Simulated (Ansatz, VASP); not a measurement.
# One calculation of WS2, two programs

```
W S
1.0
     3.14608    0.00000    0.00000
    -1.57304    2.72459    0.00000
     0.00000    0.00000   12.70461
W S
2 4
Direct
  0.33333 0.66667 0.25000
  0.66667 0.33333 0.75000
  0.33333 0.66667 0.62660
  0.66667 0.33333 0.12660
  0.33333 0.66667 0.87340
  0.66667 0.33333 0.37340
```

Alike in both runs: task single point; functional PBEsol; k mesh 12 × 12 × 2; occupations gaussian, width 0.02 eV; no spin polarisation.

|  | VASP | Ansatz |
| --- | --- | --- |
| version | VASP 6.6.1 | Ansatz 0.2.0 |
| potentials or method | VASP PAW PBE potentials, release 64 (W_sv, S) | scalar-relativistic, plane waves, PAW |
| plane-wave cutoff (eV) | 520 | 420 |
| valence electrons in the cell | 52 | 52 |

|  | VASP | Ansatz | Ansatz less VASP |
| --- | --- | --- | --- |
| gap on the k mesh at the Fermi level (eV) | 1.12 | 1.10 | -0.015 |
| least direct gap on the mesh (eV) | 1.87 | 1.87 | -0.004 |
| pressure (GPa) | 0.1 | 0.0 | -0.11 |
| rms of the force components (eV/Å) | 0.009 | 0.001 | -0.0078 |

Atom by atom the forces differ by 0.010 eV/Å (rms over components).

Caveats: the PAW data sets were made with another functional, which shifts forces and pressure a little (VASP); spin-orbit coupling is left out, which moves the levels of the heavy elements; this functional lacks dispersion, which binds the layers, so the pressure and a relaxed spacing across them are unreliable. PBEsol gaps usually lie below the measured ones, often by a third to a half. A k mesh can miss the band edges.
